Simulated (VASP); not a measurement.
A run of VASP 6.6.1 is set up as follows.

INCAR

```
PREC = Accurate
ENCUT = 600
EDIFF = 1E-7
ISMEAR = 0
SIGMA = 0.1
LREAL = False
LASPH = True
NELM = 100
ALGO = Normal
ISIF = 3
LWAVE = False
LCHARG = False
ISPIN = 2
MAGMOM = 1 1
LORBIT = 11
LMAXMIX = 4
GGA = CA
IBRION = 2
NSW = 90
EDIFFG = -0.005
```

Contents of KPOINTS:

```
Automatic mesh
0
Gamma
  21 21 10
```

Contents of POSCAR:

```
Ni
1.0
    2.4887455600      0.0000000000      0.0000000000
   -1.2443727800      2.1553168800      0.0000000000
    0.0000000000      0.0000000000      4.0641215000
Ni
2
Direct
    0.3333333300      0.6666666700      0.2500000000
    0.6666666700      0.3333333300      0.7500000000
```

Potentials or basis: VASP PAW LDA potentials, release 64 (Ni).

Command:

```bash
$ cat potpaw_LDA.64/Ni/POTCAR > POTCAR
$ mpirun -np 1 vasp_std > vasp.out
```

(1) Estimate the space group after relaxing (to 0.05 Å).

(2) Estimate the net moment.

(3) Estimate the relaxed volume.

(4) Estimate the site moments.

Results:

(1) P6_3/mmc (No. 194).

(2) 1.14 μB per cell.

(3) 10.05 Å³/atom.

(4) Ni +0.57 μB.
